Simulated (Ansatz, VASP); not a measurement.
# Sc: VASP beside Ansatz

```
CELL_PARAMETERS angstrom
-3.05778 3.05778 2.51737
3.05778 -3.05778 2.51737
3.05778 3.05778 -2.51737
ATOMIC_POSITIONS crystal
Sc 0.15686 0.34314 0.50000
Sc 0.65686 0.15686 0.81372
Sc 0.34314 0.84314 0.18628
Sc 0.84314 0.65686 0.50000
```

Alike in both runs: task single point; functional PBE; k mesh 10 × 10 × 10; occupations gaussian, width 0.1 eV; no spin polarisation.

```csv
,VASP,Ansatz
version,VASP 6.6.1,Ansatz 0.2.0
potentials or method,"VASP PAW PBE potentials, release 64 (Sc_sv)","scalar-relativistic, plane waves, PAW"
plane-wave cutoff (eV),520,420
valence electrons in the cell,44,44
```

```csv
,VASP,Ansatz,Ansatz less VASP
gap on the k mesh at the Fermi level (eV),none,none,-
pressure (GPa),6.2,6.2,-0.07
largest component of the traceless stress (GPa),2.74,2.75,+0.014
rms of the force components (eV/Å),0.379,0.371,-0.0073
```

Atom by atom the forces differ by 0.007 eV/Å (rms over components). A gap of «none» marks a metal or a gap that the smearing closes.
